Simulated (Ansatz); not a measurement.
The system is LiH.

```xyz
2
Lattice="0.0000 2.0368 2.0368 2.0368 0.0000 2.0368 2.0368 2.0368 0.0000" Properties=species:S:1:pos:R:3 pbc="T T T"
Li    0.0000    0.0000    0.0000
H     2.0368    2.0368    2.0368
```

Base run:

* Program: Ansatz 0.2.0
* Functional: RPBE
* Potentials or basis: all-electron LAPW, scalar-relativistic
* Cutoff: 176 eV
* Density cutoff: 704 eV
* Basis error allowed: 0.001 eV/atom
* k mesh: 11 × 11 × 11
* Occupations: gaussian, width 0.05 eV
* Spin: no spin polarisation

Its results: band gap on the k mesh 3.37 eV, direct; pressure -0.1 GPa.

Problem. The run is repeated on the same cell with these changes: functional from RPBE to PBE; occupations from gaussian, width 0.05 eV to gaussian, width 0.02 eV. What comes out?

Solution. Band gap on the k mesh 3.20 eV, direct; pressure -1.7 GPa.

Caveats: an odd mesh through Γ misses points on the zone boundary, where band edges often lie.

Not every run made on this cell is shown here.
